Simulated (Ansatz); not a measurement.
BaF2:
```
CELL_PARAMETERS angstrom
      0.00000     3.02223     3.02223
      3.02223     0.00000     3.02223
      3.02223     3.02223     0.00000
ATOMIC_POSITIONS crystal
  Ba 0.00000 0.00000 0.00000
  F  0.25000 0.25000 0.25000
  F  0.75000 0.75000 0.75000
```

Relaxed with LDA.

Give the optical modes at the zone centre with their infrared and Raman activity from DFPT, LDA (plane waves, PAW; program Ansatz).

Transverse frequencies, without the LO–TO term; a row sums one degenerate level.

```json
[
 {"ω (cm⁻¹)": "200", "degeneracy": "3", "IR ((D/Å)²/amu)": "16.21", "Raman (Å⁴/amu)": "0", "activity": "IR", "symmetry": "T1u"},
 {"ω (cm⁻¹)": "255", "degeneracy": "3", "IR ((D/Å)²/amu)": "0.00", "Raman (Å⁴/amu)": "7.3", "activity": "Raman", "symmetry": "T2g"}
]
```

How high does the top mode go among those that the LO–TO term moves?

353 cm⁻¹ for q along x.

Space group Fm-3m (fluorite). Symmetry was held in the LDA relaxation; phonons on a q-mesh show no instability. Scalar-relativistic: spin–orbit coupling is off unless named, which matters more the heavier the elements.

Potentials: the later of the program's two PAW sets.
